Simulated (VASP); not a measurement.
Write the native input for VASP 6.6.1 that does the following.

```
Task                   : relaxation of cell and atoms
Functional             : PBE
Potentials or basis    : VASP PAW PBE potentials, release 64 (Na_pv, H)
Cutoff                 : 600 eV
k mesh                 : 8 × 8 × 8
Occupations            : gaussian, width 0.02 eV
Spin                   : no spin polarisation
Further INCAR settings : ALGO = Normal; EDIFF = 1e-07; IBRION = 2; EDIFFG = -0.005; NSW = 90; ISIF = 3
```

The structure of NaH lies in POSCAR:

```
NaH
1.0
    0.0000000000      2.3864216700      2.3864216700
    2.3864216700      0.0000000000      2.3864216700
    2.3864216700      2.3864216700      0.0000000000
Na H
1 1
Direct
    0.0000000000      0.0000000000      0.0000000000
    0.5000000000      0.5000000000      0.5000000000
```

The cell is a database's computed one.

These files were run (other wordings do the same):

INCAR

```
SYSTEM = NaH
  PREC = Accurate
  ENCUT = 600
  EDIFF = 1E-7
  ISMEAR = 0
  SIGMA = 0.02
  LREAL = .FALSE.
  LASPH = .TRUE.
  NELM = 80
  ALGO = Normal
  ISIF = 3
  LWAVE = .FALSE.
  LCHARG = .FALSE.
  GGA = PE
  IBRION = 2
  NSW = 90
  EDIFFG = -0.005
```

KPOINTS

```
Automatic mesh
0
G
  8 8 8
  0 0 0
```

Potentials or basis: VASP PAW PBE potentials, release 64 (Na_pv, H).

Command:

```bash
$ cat potpaw_PBE.64/Na_pv/POTCAR potpaw_PBE.64/H/POTCAR > POTCAR
$ mpirun -np 1 vasp_std > vasp.out
```

It gave:

```
Relaxed volume                         : 14.09 Å³/atom
Relaxed cell                           : a = 3.416 Å, b = 3.416 Å, c = 3.416 Å, α = 60.00°, β = 60.00°, γ = 60.00°
Space group after relaxing (to 0.05 Å) : Fm-3m (No. 225)
Energy gained by relaxing              : 1.5 meV/atom
Ionic steps                            : 3
Pressure after relaxing                : 0.0 GPa
Band gap on the k mesh                 : 3.76 eV, indirect (least direct gap 4.62 eV)
```

Wall time 12 s on 1 thread of Intel(R) Xeon(R) Platinum 8488C (Sapphire Rapids), on a shared host, peak memory 0.14 GiB.
